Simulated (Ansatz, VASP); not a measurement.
Given: the input of a run of Ansatz 0.2.0 on GdO.

The input input.yaml:

```yaml
crystal:
  lattice:
    - [0.0, 2.7355303903, 2.7355303903]
    - [2.7355303903, 0.0, 2.7355303903]
    - [2.7355303903, 2.7355303903, 0.0]
  atoms:
    - { symbol: Gd, position: [0.0, 0.0, 0.0], spin: 7.0 }
    - { symbol: O, position: [0.75, 0.75, 0.75] }
hamiltonian:
  xc: pbesol
  pseudopotentials: { kind: paw }
magnetization:
  spin_polarized: true
kpoints:
  mp_grid: { grid: [9, 9, 9] }
scf:
  occupations: { method: fermi_dirac, width: 0.05 }
output:
  forces: true
  stress: true
  eigenvalues: true
```

Potentials or basis: Ansatz PAW.

The run is started by

```bash
$ ansatz run input.yaml --threads 1 --pin off --max-ram 3584MiB --backend cpu --events-out ev --progress --plain --runs-dir out
```

Task: Translate it to VASP 6.6.1. Potentials there: VASP PAW PBE potentials, release 64 (Gd, O).

Result: As run (the cutoff follows the program's own potentials):

File INCAR:

```
SYSTEM = GdO
PREC = Accurate
ENCUT = 520
EDIFF = 1E-6
ISMEAR = -1
SIGMA = 0.05
LREAL = .FALSE.
LASPH = .TRUE.
NELM = 150
ALGO = Normal
ISIF = 2
LWAVE = .FALSE.
LCHARG = .FALSE.
ISPIN = 2
MAGMOM = 7 0
LORBIT = 11
LMAXMIX = 6
GGA = PS
NBANDS = 23
```

File KPOINTS:

```
regular mesh
0
G
  9 9 9
  0 0 0
```

The input POSCAR:

```
GdO
1.0
    0.0000000000      2.7355303903      2.7355303903
    2.7355303903      0.0000000000      2.7355303903
    2.7355303903      2.7355303903      0.0000000000
Gd O
1 1
Direct
    0.0000000000      0.0000000000      0.0000000000
    0.7500000000      0.7500000000      0.7500000000
```

Potentials or basis: VASP PAW PBE potentials, release 64 (Gd, O).

Launch:

```bash
$ cat potpaw_PBE.64/Gd/POTCAR potpaw_PBE.64/O/POTCAR > POTCAR
$ mpirun -np 1 vasp_std > vasp.out
```

Both were run:

|  | VASP | Ansatz | Ansatz less VASP |
| --- | --- | --- | --- |
| gap on the k mesh at the Fermi level (eV) | none | none | - |
| pressure (GPa) | -7.5 | -7.5 | -0.04 |
| net moment per atom (μB) | 3.76 | 3.75 | -0.007 |
| size of the moment on the site where the two differ most (μB) | 6.86 | 6.82 | -0.035 |

Site moments also hang on the region over which each program counts them. A gap of «none» marks a metal or a gap that the smearing closes.

Caveats: spin-orbit coupling is left out, which moves the levels of the heavy elements; a cell with one magnetic atom can't hold antiferromagnetic order, which such compounds often take; without U or exact exchange the open f shell lies at the Fermi level, which spoils levels, moments and volumes; the PAW data sets were made with another functional, which shifts forces and pressure a little (VASP); the pressure holds a Pulay correction of +0.3 GPa for the finite cutoff (Ansatz); the PAW data sets come from PBE, with cores solved anew for the run's functional, which leaves a small shift of forces and pressure (Ansatz). The state reached can hang on the start; a lower one may exist.
